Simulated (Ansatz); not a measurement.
# AlP: the cost of one run

Method: DFT PBE, scalar-relativistic, plane waves, PAW, in Ansatz 0.2.0.

The COD entry's cell or inner coordinates are ideal or old and differ from later refinements, so a difference from it is no clean test against experiment.

3 further runs of the same task are left out: 1 that didn't finish, 2 set aside as unsound or not needed.

### Step 1. Starting point

It takes space group F-43m (No. 216, cubic). Conventional cell: a = 5.508 Å, b = 5.508 Å, c = 5.508 Å, α = 90.00°, β = 90.00°, γ = 90.00°. Al (site symmetry -43m) has 4 P at 2.38 Å as nearest neighbours. P (site symmetry -43m) is surrounded by 4 Al at 2.38 Å.

Coordinates:

```xyz
2
Lattice="0.0000 2.7539 2.7539 2.7539 0.0000 2.7539 2.7539 2.7539 0.0000" Properties=species:S:1:pos:R:3 pbc="T T T"
Al    0.0000    0.0000    0.0000
P     4.1308    4.1308    4.1308
```

This cell was relaxed beforehand with the same method: volume 20.89 Å³/atom, gap on the mesh 1.63 eV.

### Step 2. Relaxing at 50 GPa

What is minimised here is the enthalpy; the energy can go up as the cell is squeezed.

Input file input.yaml:

```yaml
crystal:
  lattice:
    - [0.0, 2.7538855109, 2.7538855109]
    - [2.7538855109, 0.0, 2.7538855109]
    - [2.7538855109, 2.7538855109, 0.0]
  atoms:
    - { symbol: Al, position: [0.0, 0.0, 0.0] }
    - { symbol: P, position: [0.75, 0.75, 0.75] }
basis:
  ecutwfc: 420
kpoints:
  mp_grid: { grid: [8, 8, 8] }
hamiltonian:
  xc: pbe
scf:
  occupations: { method: fixed }
output:
  forces: true
  stress: true
  eigenvalues: true
relax:
  adjacent_minimum: "off"
  f_tol: 0.001
  max_steps: 60
  cell: { stress_tol: 0.02, p_target: 50.0 }
```

Run with:

```bash
$ ansatz run input.yaml --threads 1 --pin off --max-ram 3072MiB --backend cpu --events-out ev --progress --plain --runs-dir out
```

What time and memory should one allow on 1 thread of Intel Xeon Platinum 8259CL at 2.50GHz (Skylake/Cascade Lake), shared host?

About 12 s, with a peak of 0.35 GiB.
